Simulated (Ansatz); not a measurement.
The reference is KBr in the rock salt structure (space group Fm-3m, No. 225; a = 6.6082 Å). Axes: x, y, z lie along the cube axes.

Method: r2SCAN (Ansatz, a program for electronic structure), scalar-relativistic without spin-orbit coupling.

A first run, uniaxial strain ε_yy = −2.07 %, gives secant values C11 ≈ 45 GPa and C12 ≈ 4.7 GPa from its stress. A second run applies biaxial strain +1.40 %, plane normal [001], relaxed out of plane.

Task: What does linear elasticity predict for −ε⊥/ε∥ in the second run, and what does the run give?

Result: Linear elasticity: 2 C12/C11 = 0.21. The run gives 0.23; any difference comes from nonlinear terms at these strains and numerical noise.

Stability against distortions was not tested.
